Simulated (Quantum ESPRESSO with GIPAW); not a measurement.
# SiC (Moissanite): from the crystal structure to its NMR spectrum

Aim: the magnetic shielding of every site in SiC (Moissanite).

Method: DFT, PBEsol, plane-wave PAW (pslibrary 1.0.0 recipes), scalar-relativistic, GIPAW; a patched development version of the program, in Quantum ESPRESSO with GIPAW 8.0dev (patched build).

## Step 1: Set-up

It takes space group P6_3mc (No. 186, hexagonal). Conventional cell: a = 3.076 Å, b = 3.076 Å, c = 5.048 Å, α = 90.00°, β = 90.00°, γ = 120.00°. Nearest to Si lie 4 C at 1.88 to 1.90 Å. C has 4 Si at 1.88 to 1.90 Å nearest. Farther neighbours are not listed.

The cell is an entry of the Crystallography Open Database; it need not be the form that is stable at ambient conditions.

This structure had its atoms relaxed beforehand (DFT, PBEsol, plane-wave PAW (pslibrary 1.0.0 recipes), Quantum ESPRESSO with GIPAW), starting from the database entry, since shieldings follow bond lengths closely.

## Step 2: Ground state

First the ground state. The response equations take the occupied wavefunctions as exact, so conv_thr is set much tighter than for an energy. No empty states are asked for: the response is solved without them. The mesh has a spacing of 0.24 Å⁻¹ at most. The PAW files were made with ld1.x from the pslibrary 1.0.0 recipes, with GIPAW reconstruction switched on.

scf.in

```
&control
  calculation = 'scf'
  prefix = 'x'
  outdir = './tmp/'
  pseudo_dir = './'
/
&system
  ibrav = 0
  nat = 4
  ntyp = 2
  ecutwfc = 55
  ecutrho = 330
  nbnd = 8
/
&electrons
  conv_thr = 1.0d-10
  mixing_beta = 0.7
  electron_maxstep = 100
/
ATOMIC_SPECIES
  Si 28.085 Si.pbesol-n-kjpaw_psl.1.0.0-gipaw.UPF
  C 12.011 C.pbesol-n-kjpaw_psl.1.0.0-gipaw.UPF
CELL_PARAMETERS angstrom
  3.07600000 0.00000000 0.00000000
  -1.53800000 2.66389414 0.00000000
  0.00000000 0.00000000 5.04800000
ATOMIC_POSITIONS crystal
  Si 0.66666667 0.33333333 0.50459358
  Si 0.33333333 0.66666667 0.00459358
  C 0.66666667 0.33333333 0.88040642
  C 0.33333333 0.66666667 0.38040641
K_POINTS automatic
  10 10 6 0 0 0
```

The run is started by

```bash
mpirun -np 4 pw.x -nk 4 -in scf.in > scf.out
```

What it wrote:

```text
using ibrav=0 with symmetry is DISCOURAGED, use correct ibrav instead

     bravais-lattice index     =            0
     lattice parameter (alat)  =       5.8128  a.u.
     unit-cell volume          =     279.1382 (a.u.)^3
     number of atoms/cell      =            4
     number of atomic types    =            2
     number of electrons       =        16.00
     number of Kohn-Sham states=            8
     kinetic-energy cutoff     =      55.0000  Ry
     charge density cutoff     =     330.0000  Ry
     scf convergence threshold =      1.0E-10
     mixing beta               =       0.7000
     number of iterations used =            8  plain     mixing
     Exchange-correlation= SLA-PW-PSX-PSC
                           (   1   4  10   8   0   0   0)
[...]
Si                4.00    28.08500     Si( 1.00)
     C                 4.00    12.01100     C ( 1.00)

     12 Sym. Ops. (no inversion) found ( 6 have fractional translation)
[...]
number of k points=    56
[...]
Dense  grid:    28327 G-vectors     FFT dimensions: (  36,  36,  60)

     Smooth grid:    15375 G-vectors     FFT dimensions: (  27,  27,  48)

     Check: negative core charge=   -0.000004

     Initial potential from superposition of free atoms

     starting charge      15.9988, renormalised to      16.0000
     Starting wfcs are   16 randomized atomic wfcs

     Self-consistent Calculation

     iteration #  1     ecut=    55.00 Ry     beta= 0.70
     Davidson diagonalization with overlap
     ethr =  1.00E-02,  avg # of iterations =  2.0

     total energy              =    -127.28103720 Ry
     estimated scf accuracy    <       0.83457654 Ry

     iteration #  2     ecut=    55.00 Ry     beta= 0.70
     Davidson diagonalization with overlap
     ethr =  5.22E-03,  avg # of iterations =  2.6

     total energy              =    -127.56892935 Ry
     estimated scf accuracy    <       0.19270894 Ry

     iteration #  3     ecut=    55.00 Ry     beta= 0.70
     Davidson diagonalization with overlap
     ethr =  1.20E-03,  avg # of iterations =  1.9

     total energy              =    -127.57049611 Ry
     estimated scf accuracy    <       0.02049197 Ry

[...]
total energy              =    -127.58415387 Ry
[...]
iteration # 29     ecut=    55.00 Ry     beta= 0.70
     Davidson diagonalization with overlap
     ethr =  1.76E-11,  avg # of iterations =  3.5

     total energy              =    -127.58415387 Ry
     estimated scf accuracy    <          3.9E-10 Ry

     iteration # 30     ecut=    55.00 Ry     beta= 0.70
     Davidson diagonalization with overlap
     ethr =  2.45E-12,  avg # of iterations =  2.2

     End of self-consistent calculation
     [one-electron energies left out]

!    total energy              =    -127.58415387 Ry
     total all-electron energy =     -1309.906498 Ry
     estimated scf accuracy    <          1.7E-11 Ry

     The total energy is the sum of the following terms:
     one-electron contribution =      12.16450956 Ry
     hartree contribution      =       4.65612755 Ry
     xc contribution           =     -21.68008787 Ry
     ewald contribution        =     -41.80854952 Ry
     one-center paw contrib.   =     -80.91615358 Ry

     convergence has been achieved in  30 iterations
[...]
JOB DONE.
```

It took 22 s on 4 MPI ranks of Arm Neoverse V1, shared host; peak memory 0.54 GiB.

It converged in 30 cycles to an estimated accuracy of 2e-11 Ry, on 56 irreducible k-points.

## Step 3: Magnetic response

The job finds the current that a weak uniform field induces (applied as a long wave, q_gipaw) and the field that this current makes at each nucleus. On atoms with p or d valence electrons much of the paramagnetic part arises close to the nucleus, where the PAW partial waves rebuild the true states. pawproj makes the reconstruction use the PAW data sets' own projectors.

nmr.in

```
&inputgipaw
  job = 'nmr'
  prefix = 'x'
  tmp_dir = './tmp/'
  restart_mode = 'from_scratch'
  verbosity = 'low'
  q_gipaw = 0.01
  spline_ps = .true.
  conv_threshold = 1.0d-11
  use_nmr_macroscopic_shape = .false.
  pawproj(1) = .true.
  pawproj(2) = .true.
/
```

The run is started by

```bash
mpirun -np 4 gipaw.x -in nmr.in > nmr.out
```

What it wrote:

```text
[banner, memory and clock lines left out]
[a note of our patched build left out]

     Parallelizing q-star over 1 images

     IMPORTANT: XC functional enforced from input :
     Exchange-correlation= PBESOL
                           (   1   4  10   8   0   0   0)
     Any further DFT definition will be discarded
     Please, verify this is what you really want

     Check: negative core charge=   -0.000004
[...]
WARNING: some symmetry operations do not permute x, y and z, so the susceptibility and the shape term are
     wrong: all shieldings move alike (in wurtzite BN nosym gave 13 and 6 ppm more at 3 and 6 points an axis).
     Run pw.x with nosym, and raise the mesh until the susceptibility stays

     alpha_pv=     31.1885 eV

     spline_ps is .false., expect some extrapolation errors

     q-space interpolation up to    66.00 Rydberg

     GIPAW job: nmr
     NMR macroscopic correction: no
[...]
Computing the magnetic susceptibility     isolve=0    ethr=  0.1000E-10
     Starting from scratch
     k-point #    1 of    56      pool #  1    cpu time:       0.7
[...]
End of magnetic susceptibility calculation

     f-sum rule (1st term):
           -16.1215         -0.0000          0.0000
            -0.0000        -16.1215          0.0000
             0.0000         -0.0000        -16.1087

     f-sum rule (2nd term):
            -0.1106          0.0000          0.0000
             0.0000         -0.1106          0.0000
             0.0000          0.0000         -0.1112

     f-sum rule (should be   -16.2195):
           -16.2322         -0.0000          0.0000
            -0.0000        -16.2322          0.0000
             0.0000         -0.0000        -16.2199

[... susceptibilities left out ...]
     Contributions to the NMR chemical shifts: -------------------------------

     Macroscopic shape contribution in ppm:                    0.00
             0.0000          0.0000          0.0000
             0.0000          0.0000          0.0000
             0.0000          0.0000          0.0000

     Core contribution in ppm:

     Atom  1  Si  pos: (  0.500000  0.288675  0.828085)  core sigma:         836.91
     Atom  2  Si  pos: ( -0.000000  0.577350  0.007538)  core sigma:         836.91
     Atom  3  C   pos: (  0.500000  0.288675  1.444828)  core sigma:         199.99
     Atom  4  C   pos: ( -0.000000  0.577350  0.624282)  core sigma:         199.99

     Bare contribution in ppm:

     Atom  1  Si  pos: (  0.500000  0.288675  0.828085)  bare sigma:         -28.96
[...]
Atom  2  Si  pos: ( -0.000000  0.577350  0.007538)  bare sigma:         -28.96
[...]
Atom  3  C   pos: (  0.500000  0.288675  1.444828)  bare sigma:          -1.62
[...]
Atom  4  C   pos: ( -0.000000  0.577350  0.624282)  bare sigma:          -1.62
[...]
Diamagnetic contribution in ppm:

     Atom  1  Si  pos: (  0.500000  0.288675  0.828085)  dia sigma:           1.84
[...]
Atom  2  Si  pos: ( -0.000000  0.577350  0.007538)  dia sigma:           1.84
[...]
Atom  3  C   pos: (  0.500000  0.288675  1.444828)  dia sigma:           4.67
[...]
Atom  4  C   pos: ( -0.000000  0.577350  0.624282)  dia sigma:           4.67
[...]
Paramagnetic contribution in ppm:

     Atom  1  Si  pos: (  0.500000  0.288675  0.828085)  para sigma:        -473.89
[...]
Atom  2  Si  pos: ( -0.000000  0.577350  0.007538)  para sigma:        -473.89
[...]
Atom  3  C   pos: (  0.500000  0.288675  1.444828)  para sigma:         -34.04
[...]
Atom  4  C   pos: ( -0.000000  0.577350  0.624282)  para sigma:         -34.04
[...]
Paramagnetic US occ-occ contribution in ppm:

     Atom  1  Si  pos: (  0.500000  0.288675  0.828085)  para_oo sigma:          -1.07
[...]
Atom  2  Si  pos: ( -0.000000  0.577350  0.007538)  para_oo sigma:          -1.07
[...]
Atom  3  C   pos: (  0.500000  0.288675  1.444828)  para_oo sigma:          -0.34
[...]
Atom  4  C   pos: ( -0.000000  0.577350  0.624282)  para_oo sigma:          -0.34
[...]
Paramagnetic US L_R Q_R contribution in ppm:

     Atom  1  Si  pos: (  0.500000  0.288675  0.828085)  para_lq sigma:          17.36
[...]
Atom  2  Si  pos: ( -0.000000  0.577350  0.007538)  para_lq sigma:          17.36
[...]
Atom  3  C   pos: (  0.500000  0.288675  1.444828)  para_lq sigma:         -24.78
[...]
Atom  4  C   pos: ( -0.000000  0.577350  0.624282)  para_lq sigma:         -24.78
[...]
Total NMR chemical shifts in ppm: ---------------------------------------
     (adopting the Simpson convention for anisotropy and asymmetry)-----------

     Atom  1  Si  pos: (  0.500000  0.288675  0.828085)  Total sigma:         352.20
           352.9485          0.0000         -0.0000
             0.0000        352.9485          0.0000
            -0.0000          0.0000        350.6953

     Si      1    anisotropy:     -2.25    eta:    0.0000
[...]
Atom  2  Si  pos: ( -0.000000  0.577350  0.007538)  Total sigma:         352.20
[... its tensor is left out ...]
     Atom  3  C   pos: (  0.500000  0.288675  1.444828)  Total sigma:         143.87
           140.7392          0.0000         -0.0000
             0.0000        140.7392          0.0000
            -0.0000          0.0000        150.1246

     C       3    anisotropy:      9.39    eta:    0.0000
[...]
Atom  4  C   pos: ( -0.000000  0.577350  0.624282)  Total sigma:         143.87
[... its tensor is left out ...]
```

Elapsed: 1.7 min, on 4 MPI ranks; peak memory 0.27 GiB.

The f-sum rule is met to 0.013 of 16.2 (0.08 %). Converged shieldings require that this miss be small, but a small miss does not prove them. gipaw.x warns that with these symmetry operations the susceptibility and the shape term are unreliable; the other terms are not touched.

From the symmetric part of each tensor, with principal values σ11 ≤ σ22 ≤ σ33: σ_iso is their mean, the span is σ33 − σ11 and the skew 3(σ_iso − σ22)/span. (gipaw.x prints an anisotropy in another convention.)

```
site  atom no.  atoms in cell  σ_iso (ppm)  span (ppm)   skew
  Si         1              2        352.2         2.3  -1.00
   C         3              2        143.9         9.4   1.00
```

The macroscopic shape term is switched off. Differences within the crystal don't depend on it, but shieldings of different compounds can't be compared to better than a few ppm without it.

An axis of order three or more runs through Si and C, so two principal values coincide and the skew is ±1. In this run the largest span is that of C (site symmetry 3m), with principal values 140.7, 140.7 and 150.1 ppm.

How the isotropic values are made up (ppm). The core part is that of the free atom's core; bare is the current of the smooth valence states; the last two are what the PAW spheres add to the diamagnetic and the paramagnetic current:

```
site   core   bare  reconstruction, dia  reconstruction, para
  Si  836.9  -29.0                  1.8                -457.6
   C  200.0   -1.6                  4.7                 -59.2
```

## Step 4: From shieldings to shifts

A shielding is counted from the bare nucleus and a shift from a reference compound, with the opposite sign. Here the reference is a mean over several measured solids, with the slope held at one.

Reference lines, from the same functional and files: 13C: δ = (162.1 − σ), zero at TMS, fitted to 4 measured values, from C, Li2CO3, MgCO3 and Na2CO3, with a scatter of 0.92 ppm r.m.s. (this compound left out), on σ without the shape term. Kinds of site that fitted badly were split off after the misses were seen, so the scatter is that of the points kept.

Covalently bonded atoms count as neighbours within 1.18 times the sum of their radii. Otherwise a cation's neighbours lie within 1.2 times its shortest bond (1.3 for large cations, each anion's radius taken off where they differ), and an anion's are the cations that count it.

```
site  atom no.  atoms in cell  surroundings     bonds (Å)  δ_iso (ppm)
  Si         1              2          SiC4  1.88 to 1.90            -
   C         3              2          CSi4  1.88 to 1.90         18.3
```

Simulated spectrum, 13C MAS at 60 kHz, 20 T (214.2 MHz), lines broadened by 0.8 ppm; rigid lattice, with dipolar and J couplings left out: a single narrow line at 18.3 ppm.

## Step 5: What came out

```json
{"13C shift": "18.3 ppm", "29Si shielding without shape term": "352.2 ppm"}
```

13C has one site (CSi4), with isotropic shift 18.3 ppm. No sound run at another cutoff or mesh is at hand, so convergence rests on the f-sum rule and on experience with these files. This build of gipaw.x prints that it is not audited and that its numbers are no references by themselves. It also reports spline_ps as false although the input sets it; why was not traced.

[Banner, clock, file and message-heading lines were taken out of the pw.x and gipaw.x logs.]

[Logs are printed without paths, hosts, clocks, repeated set-up lines and the standing remarks that a program may print on its own settings, such as how far it seeks lower states.]

[Hosts, paths, dates, database ids (printed as entryN), source tags and the programs' standing remarks are cut or masked in the printed files.]

[Where no reference line passes its bar on scatter, no shift is given, so a measured shift of this compound may stand uncompared.]
